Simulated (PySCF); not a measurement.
Work out the structure from these simulated measurements.

Elements present: C and H. Monoisotopic mass: 54.0470 u.

- Couplings: largest of the computed one-bond spin–spin couplings (means over like bonds): 13C–1H +166.9 (×2), 13C–1H +166.6 (×4), 13C–13C +108.5, 13C–13C +25.7 (×2), 13C–13C +11.4 Hz [B3LYP/pcJ-1, spin–dipole term left out]
- 1H NMR: chemical shifts (computed TMS as zero) by class: 5.88 (2 H), 1.07 (4 H) ppm [GIAO PBE0/pcSseg-1]
- UV, first state: lowest singlet excitation: 6.74 eV (184 nm, f = 0.000) [TDDFT CAM-B3LYP/def2-SVPD]
- UV, strongest line: among the 8 lowest singlet transitions: S3 at 7.40 eV (167 nm, f = 0.464) [TDDFT CAM-B3LYP/def2-SVPD]
- Rotational structure: rotational constants A, B, C: 19.942, 6.930, 5.513 GHz [GFN2-xTB]
- 13C NMR: chemical shifts (computed TMS as zero) by class: 138.7 (1 C), 110.3 (1 C), 5.3 (2 C) ppm [GIAO PBE0/pcSseg-1]

The electronic properties come from PySCF, for the isolated species, density fitting. Levels stand in brackets. Geometry: GFN2-xTB; no solvent, vibrations or thermal averaging. Each NMR value is the plain mean over a class of atoms that symmetry, rotation or inversion makes alike.

Question: Which formula fits the mass and the elements?

Answer: C4H6 (calculated 54.0470). No other formula that holds each of these elements comes within 0.0003 u with a fitting electron parity and a possible valence count.

Question: Propose a structure and show how it fits.

Answer: Numbering: `[CH2:1]=[C:2]1[CH2:3][CH2:4]1`. Its formula, C4H6, gives 2 degrees of unsaturation: 1 ring and 1 π bond in the structure found. 4 carbons fall into 3 classes; from least to most shielded: fully substituted alkene carbon [C2] (138.7 ppm), terminal =CH2 carbon [C1] (110.3 ppm), allylic carbon [C3/C4] (5.3 ppm, 2 C). Hydrogen classes from least to most shielded: 2 H on a terminal =CH2 carbon, C1 (5.88 ppm), 4 H on 2 allylic carbons, C3/C4 (1.07 ppm). The couplings run between: +166.9 Hz, terminal =CH2 carbon [C1] and its hydrogen (with 1 like pair); +166.6 Hz, allylic carbon [C3] and its hydrogen (with 3 like pairs); +108.5 Hz, terminal =CH2 carbon [C1] and fully substituted alkene carbon [C2]; +25.7 Hz, fully substituted alkene carbon [C2] and allylic carbon [C3] (with 1 like pair); +11.4 Hz, allylic carbon [C3] and allylic carbon [C4]. The optimised geometry has point group C2v and is an asymmetric top. Structure: methylenecyclopropane (`C=C1CC1`). Computed isomers that give other values at the same levels: `C=CC=C` (13C chemical shifts (computed TMS as zero) by class: 146.7 (2 C), 125.3 (2 C) ppm); `C#CCC` (13C chemical shifts (computed TMS as zero) by class: 90.4 (1 C), 74.3 (1 C), 16.8 (1 C), 15.2 (1 C) ppm); `C=C=CC` (13C chemical shifts (computed TMS as zero) by class: 221.3 (1 C), 91.0 (1 C), 77.8 (1 C), 18.0 (1 C) ppm). The assignments are read from this structure; whether some other isomer fits the data as well wasn't checked.
